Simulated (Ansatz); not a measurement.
## Cold compression of Hg (sc type)

```
CELL_PARAMETERS angstrom
3.10061 0.00000 0.00000
0.00000 3.10061 0.00000
0.00000 0.00000 3.10061
ATOMIC_POSITIONS crystal
Hg 0.00000 0.00000 0.00000
```

The cell comes from a relaxation on PAW files under the same functional, begun from a prototype that needn't be the stable phase.

Its volume is scaled at fixed shape and fractional positions.

Computed with Ansatz 0.2.0; functional PBE, scalar-relativistic. Settings: a Γ-centred 12×12×12 k mesh, Fermi–Dirac smearing of 0.08 eV, no spin polarisation. Methods: LAPW: all electrons, basis error target 1 meV/atom; PAW: frozen-core files, cutoff 420 eV; crystal datasets: all electrons, by PAW datasets that the program makes for each cell; norm-conserving: pseudopotentials, cutoff 898 eV; PAW (partial waves polarizable): frozen-core files, cutoff 420 eV.

Energies are extrapolated to zero smearing and count from the unscaled cell; pressure is positive in compression; gaps take the mesh and a band path. No temperature or zero-point motion is included.

Spin–orbit coupling is left out, which matters for the heavy atoms. The structure type is held throughout; the real material can change phase at far lower pressure.

| V/V0 | V (Å³/atom) | P LAPW (GPa) | ΔE LAPW (eV/atom) | P PAW − LAPW (GPa) | ΔE PAW − LAPW (meV/atom) |
| --- | --- | --- | --- | --- | --- |
| 1.00 | 29.81 | -0.05 | 0.000 | 0.01 | 0.0 |
| 0.88 | 26.23 | 3.33 | 0.028 | 0.01 | 0.3 |
| 0.78 | 23.25 | 10.84 | 0.150 | 0.02 | 0.6 |
| 0.68 | 20.27 | ? | 0.488 | 0.02 | 1.0 |
| 0.58 | 17.29 | 66.1 | 1.306 | -0.03 | 1.1 |
| 0.50 | 14.90 | 134.6 | 2.739 | -0.15 | -0.2 |
| 0.43 | 12.82 | ? | 5.190 | -0.25 | -2.8 |

(1) Fill in "P LAPW (GPa)" for the row "0.43".

(2) Fill in "P LAPW (GPa)" for the row "0.68".

(3) Fit the Vinet equation to the LAPW pressures over the whole range, with residuals weighted by 1/(|P| + 0.03·Pmax).

(4) At the smallest volume, how far do crystal datasets and norm-conserving and PAW (partial waves polarizable) lie from LAPW in pressure?

Answers

(1) 256.4.

(2) 27.6.

(3) V0 = 29.58 Å³/atom, B0 = 18.8 GPa and B0′ = 7.52, and the fit misses no point by more than 2.2 GPa. A fit over so wide a range pins B0 less well than one near rest.

(4) crystal datasets: 0.00 GPa; norm-conserving: +1.05 GPa; PAW (partial waves polarizable): -0.25 GPa, on a LAPW pressure of 256.4 GPa.
